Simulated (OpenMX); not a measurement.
GaN under changes of volume

One of the cells (11.310 Å³/atom); the others are scaled copies at fixed shape and fractional positions:

```
Ga N
1.0
     3.18000    0.00000    0.00000
    -1.59000    2.75396    0.00000
     0.00000    0.00000    5.16600
Ga N
2 2
Direct
  0.66667 0.33333 0.50000
  0.33333 0.66667 0.00000
  0.66667 0.33333 0.87500
  0.33333 0.66667 0.37500
```

```yaml
Program: OpenMX 3.8.5
Functional: LDA
Potentials_or_basis: OpenMX 2013 LDA set, Ga7.0-s3p2d2, N6.0-s2p2d1, fixed grid of 36 × 36 × 70 points
k_mesh: 11 × 11 × 5
Occupations: fermi-dirac, width 0.05 eV
Spin: no spin polarisation
```

| volume (Å³/atom) | energy over the lowest point (meV/atom) | gap on the mesh (eV) | largest force (eV/Å) |
| --- | --- | --- | --- |
| 10.632 | ? | ? | ? |
| 10.858 | 6.19 | 2.73 | 0.125 |
| 11.084 | 0.16 | 2.58 | 0.119 |
| 11.310 | 0.00 | 2.43 | 0.113 |
| 11.537 | 5.18 | 2.28 | 0.107 |
| 11.763 | 14.85 | 2.14 | 0.102 |
| 11.989 | 28.64 | 2.00 | 0.098 |

**Question.** What does the run at 10.632 Å³/atom give?

**Answer.** Energy over the lowest point 18.55 meV/atom; gap on the mesh 2.89 eV; largest force 0.131 eV/Å.

Worked out: A Birch-Murnaghan fit of order 3 (a polynomial in V^(-2/3)) to the other rows has its minimum at 11.20 Å³/atom with B0 = V·E''(V) = 195 GPa and B' = 5.2 at fixed shape and positions, which overstates the stiffness. It gives 18.94 meV/atom at 10.632 Å³/atom, against the run's 18.55. A straight line through the other rows of the gap, of slope -7.38 eV per unit of ln V (its deformation potential), extrapolates to 2.89 eV, against the run's 2.89.

Energies are extrapolated to zero smearing.

Caveats: the basis has few d functions beyond the semicore shells, which can make volumes several per cent too large; the basis of atomic orbitals isn't converged, which shifts pressures, moduli and gaps.

Spin-orbit coupling on Ga is left out.
